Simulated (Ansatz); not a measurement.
A plane-wave DFT run in Ansatz 0.2.0 (scalar-relativistic PAW potentials unless the input names others): input and command.

```yaml
crystal:
  lattice:
    - [4.0330134728, 0.0, 0.0]
    - [0.0, 4.0330134728, 0.0]
    - [0.0, 0.0, 4.2627921517]
  atoms:
    - { symbol: K, position: [0.5, 0.5, 0.5085142444] }
    - { symbol: Nb, position: [0.0, 0.0, 0.0253811868] }
    - { symbol: O, position: [0.5, 0.0, 0.9735919456] }
    - { symbol: O, position: [0.0, 0.5, 0.9735919456] }
    - { symbol: O, position: [0.0, 0.0, 0.4537216776] }
basis:
  ecutwfc: 420
kpoints:
  mp_grid: { grid: [8, 8, 6] }
hamiltonian:
  xc: pbe
scf:
  occupations: { method: fixed }
  max_iter: 60
output:
  forces: true
  eigenvalues: true
  stress: true
```

```bash
ansatz run input.yaml --threads 1 --pin off --max-ram 2560MiB --backend cpu --events-out ev --progress --plain --runs-dir out
```

Abridged log:
```
Pseudopotentials: kind: paw
Pseudopotential: K, paw, valence charge 9, recommended cutoff 420 eV (normal)
Pseudopotential: Nb, paw, valence charge 13, recommended cutoff 420 eV (normal)
Pseudopotential: O, paw, valence charge 6, recommended cutoff 420 eV (normal)
Functional definition: PBE
Crystal: 5 atoms, lattice volume = 69.335 Å³
Basis set: ecut = 420 eV, 1367 PW (Γ), exchange–correlation on 54×54×60 points (8 copies of the dense FFT grid, shifted against one another)
Bands: 25, of which v1, the nominal top of the filled ones, is band 20 counted from 1 (19 counted from 0)
Symmetry: 8 space group operations
Space group: P4mm (ITA 99), of the structure as read, at distance tolerance 4.1e-5 Å
k-points: 60 of 384 (time reversal used)
Initial density: superposition of atomic densities (neutral atoms: chi_scale 0, normalization atom), corrected by the library's trained network
Initial wavefunctions: pseudopotential atomic-orbital guess
Functional: x = pbe(κ = 0.804, μ = 0.21951497), c = pbe(β = 0.06672455)
SCF iter   1: F=—  HF=-7797.563431 eV  |F-HF|=—  |Δ(HF+E_count)|=         —  Δρ=1.55e-3  dr2=1.02e-3  ethr=1.77e-3  ⟨swp⟩=4.5  Hψ=6239  notcnv=0  defer=142
SCF iter   2: F=—  HF=-7797.564062 eV  |F-HF|=—  |Δ(HF+E_count)|=   6.31e-4  Δρ=7.98e-4  dr2=2.54e-4  ethr=2.55e-6  ⟨swp⟩=2.1  Hψ=2742  notcnv=0  defer=175
SCF iter   3: F=—  HF=-7797.564156 eV  |F-HF|=—  |Δ(HF+E_count)|=   9.41e-5  Δρ=4.12e-4  dr2=4.93e-5  ethr=6.35e-7  ⟨swp⟩=2.1  Hψ=1966  notcnv=0  defer=81
automatic band count: iteration 3 solves 24 bands in place of 25: the levels show a gap, and the empty bands left out lie too high to hold charge; the band table lists the bands solved (type scf.n_extra_bands for more)
SCF iter   4: F=—  HF=-7797.563911 eV  |F-HF|=—  |Δ(HF+E_count)|=   2.44e-4  Δρ=1.74e-4  dr2=1.33e-5  ethr=1.23e-7  ⟨swp⟩=2.6  Hψ=2545  notcnv=0  defer=18
SCF iter   5: F=—  HF=-7797.563922 eV  |F-HF|=—  |Δ(HF+E_count)|=   1.02e-5  Δρ=6.34e-5  dr2=2.35e-6  ethr=3.31e-8  ⟨swp⟩=2.3  Hψ=2291  notcnv=0  defer=41
SCF iter   6: F=—  HF=-7797.563922 eV  |F-HF|=—  |Δ(HF+E_count)|=   2.86e-7  Δρ=1.45e-5  dr2=1.64e-7  ethr=5.88e-9  ⟨swp⟩=2.1  Hψ=2199  notcnv=0  defer=44
SCF iter   7: F=-7797.563922 eV  HF=-7797.563922 eV  |F-HF|=3.77e-9  |Δ(HF+E_count)|=   6.90e-8  Δρ=3.36e-6  dr2=1.06e-8  ethr=2.50e-10  ⟨swp⟩=6.5  Hψ=6346  notcnv=0
SCF 1 converged in 7 iterations: F = -7797.563922 eV  dr2 = 1.06e-8
SCF converged after 7 iterations
Free energy (F): -7797.563922 eV
Harris-Foulkes:  -7797.563922 eV  (|F-HF|=3.77e-9)
Internal energy: -7797.563922 eV  (E = F + TS)
E sigma→0 (E₀):  -7797.563922 eV
Fermi energy:    7.549281 eV
--- Forces (eV/Å), atoms counted from 1 ---
  atom   1  K      0.00000000     0.00000000     0.00032892
  atom   2  Nb     0.00000000     0.00000000     0.00079380
  atom   3  O      0.00000000     0.00000000    -0.00064164
  atom   4  O      0.00000000     0.00000000    -0.00064164
  atom   5  O      0.00000000     0.00000000     0.00015835
--- Stress (GPa, compression-positive) ---
       -4.381086       0.000000       0.000000
        0.000000      -4.381086       0.000000
        0.000000       0.000000      -1.656908
  P = ⅓ Tr σ = -3.4730 GPa (-34.730 kbar)
```

One setting here is unusual or wrong in general: fixed occupations typed without regard to the gap (scf.occupations: {"method": "gaussian", "width": 0.02} → {"method": "fixed"}). For this cell it did little harm to the result: the run converged in 7 SCF iterations with an energy at zero smearing within 0.01 meV/atom of the reference's, pressure -3.47 GPa, largest force 0.001 eV/Å, gap on the mesh 1.54 eV. A reference run on usual settings, whose relaxation ended at this geometry, converged, and the end of its own relaxation has pressure -3.47 GPa, largest force 0.001 eV/Å, gap on the mesh 1.54 eV (its cell was held, or driven to that pressure on purpose).

The run took 11 s on 1 thread of Arm Neoverse V1, with other jobs on the host, peak memory 0.38 GiB.